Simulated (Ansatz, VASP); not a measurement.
## Ta in VASP and in Ansatz

```xyz
1
Lattice="-1.6513 1.6513 1.6513 1.6513 -1.6513 1.6513 1.6513 1.6513 -1.6513" Properties=species:S:1:pos:R:3 pbc="T T T"
Ta    0.0000    0.0000    0.0000
```

Alike in both runs: functional r2SCAN; k mesh 8 × 8 × 8; occupations fermi-dirac, width 0.05 eV; non-collinear spin, spin-orbit coupling.

|  | VASP | Ansatz |
| --- | --- | --- |
| version | VASP 6.6.1 | Ansatz 0.2.0 |
| potentials or method | VASP PAW PBE potentials, release 64 (Ta_pv) | Ansatz PAW |
| plane-wave cutoff (eV) | 520 | 500 |
| valence electrons in the cell | 11 | 13 |
| task | single point | band structure |

VASP gave:

```
gap on the k mesh at the Fermi level (eV) : none
pressure (GPa)                            : -1.6
net moment per atom (μB)                  : 0.00
```

Problem. Which values does Ansatz return?

Solution. gap on the k mesh at the Fermi level (eV): none; pressure (GPa): -2.0; net moment per atom (μB): 0.00.

A gap of «none» marks a metal or a gap that the smearing closes. The two sets of potentials don't hold the same shells in valence.

Caveats: the PAW data sets were made with another functional, which shifts forces and pressure a little (VASP); the PAW data sets come from PBE, with cores solved anew for the run's functional, which leaves a small shift of forces and pressure (Ansatz).
